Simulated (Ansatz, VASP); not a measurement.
CuI (Marshite): VASP beside Ansatz

```
I Cu
1.0
     0.00000    3.03150    3.03150
     3.03150    0.00000    3.03150
     3.03150    3.03150    0.00000
I Cu
1 1
Direct
  0.00000 0.00000 0.00000
  0.75000 0.75000 0.75000
```

Alike in both runs: functional PBEsol; k mesh 8 × 8 × 8; occupations fermi-dirac, width 0.05 eV; no spin polarisation; Hubbard terms Cu d U = 4.0 eV.

|  | VASP | Ansatz |
| --- | --- | --- |
| version | VASP 6.6.1 | Ansatz 0.2.0 |
| potentials or method | VASP PAW PBE potentials, release 64 (I, Cu) | Ansatz PAW |
| plane-wave cutoff (eV) | 520 | 420 |
| valence electrons in the cell | 18 | 36 |
| task | single point | band structure |

Ansatz gave:

| Quantity | Value |
| --- | --- |
| gap on the k mesh at the Fermi level (eV) | 1.72 |
| least direct gap on the mesh (eV) | 1.72 |
| pressure (GPa) | -1.9 |

Question: Estimate VASP's values.

Answer: gap on the k mesh at the Fermi level (eV): 1.63; least direct gap on the mesh (eV): 1.63; pressure (GPa): -1.8.

The programs project onto different local orbitals, so the same U acts differently. The two sets of potentials don't hold the same shells in valence.

Caveats: spin-orbit coupling is left out, which moves the levels of the heavy elements; the PAW data sets were made with another functional, which shifts forces and pressure a little (VASP); the PAW data sets come from PBE, with cores solved anew for the run's functional, which leaves a small shift of forces and pressure (Ansatz).
